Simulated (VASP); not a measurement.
Input of a VASP 6.6.1 run:

INCAR

```
SYSTEM = Se
PREC     = Accurate       ! precision mode
ENCUT    = 600            ! plane-wave cutoff, eV
EDIFF    = 1E-7           ! SCF threshold, eV
ISMEAR   = 1              ! smearing method
SIGMA    = 0.1            ! smearing width, eV
LREAL    = .FALSE.        ! projectors in reciprocal space
LASPH    = .TRUE.         ! aspherical terms in the spheres
NELM     = 80             ! most SCF steps
ALGO     = Normal         ! electronic algorithm
ISIF     = 3              ! what is computed and relaxed
LWAVE    = .FALSE.        ! write WAVECAR
LCHARG   = .FALSE.        ! write CHGCAR
GGA      = CA             ! functional
IBRION   = 2              ! ionic algorithm
NSW      = 90             ! ionic steps
EDIFFG   = -0.005         ! ionic threshold
PSTRESS  = 940.0
```

KPOINTS

```
regular mesh
0
G
  17 17 17
  0 0 0
```

Contents of POSCAR:

```
Se                                      
1.0
    1.9392805611      1.1196441541      0.9761912806
   -1.9392805611      1.1196441541      0.9761912806
   -0.0000000000     -2.2392883081      0.9761912806
  Se            
     1
Direct
     0.0000000000000000    0.0000000000000000    0.0000000000000000
```

Potentials or basis: VASP PAW LDA potentials, release 64 (Se).

Launch:

```sh
$ cat potpaw_LDA.64/Se/POTCAR > POTCAR
$ mpirun -np 1 vasp_std > vasp.out
```

Question: Predict the band gap on the k mesh.

Answer: None (metal or under the smearing width).

Final structure:
```xyz
1
Lattice="1.9393 1.1196 0.9762 -1.9393 1.1196 0.9762 0.0000 -2.2393 0.9762" Properties=species:S:1:pos:R:3 pbc="T T T"
Se    0.0000    0.0000    0.0000
```

Caveat: the relaxation stopped at its first step, so nothing moved; the cell is relaxed towards a set pressure, so the enthalpy falls and the energy may rise.
